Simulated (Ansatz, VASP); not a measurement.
## P in VASP and in Ansatz

```
P
1.0
     3.51656    0.00000    0.00000
     0.00000    3.51656    0.00000
     0.00000    0.00000    6.15497
P
4
Direct
  0.50000 0.00000 0.50000
  0.00000 0.50000 0.00000
  0.00000 0.00000 0.75000
  0.00000 0.00000 0.25000
```

Alike in both runs: task relaxation of cell and atoms; functional PBE; k mesh 14 × 14 × 8; occupations gaussian, width 0.1 eV; no spin polarisation.

```csv
,VASP,Ansatz
version,VASP 6.6.1,Ansatz 0.2.0
potentials or method,"VASP PAW PBE potentials, release 64 (P)","scalar-relativistic, plane waves, PAW"
plane-wave cutoff (eV),600,420
valence electrons in the cell,20,20
```

|  | VASP | Ansatz | Ansatz less VASP |
| --- | --- | --- | --- |
| gap on the k mesh at the Fermi level, each at its own relaxed structure (eV) | none | none | - |
| relaxed volume (Å³/atom) | 17.70 | 17.75 | +0.051 |
| relaxed cell length with the largest relative difference (Å) | 6.402 | 6.411 | +0.0089 |
| energy change over the relaxation (meV/atom) | -29 | -28 | +0.8 |

A gap of «none» marks a metal or a gap that the smearing closes.
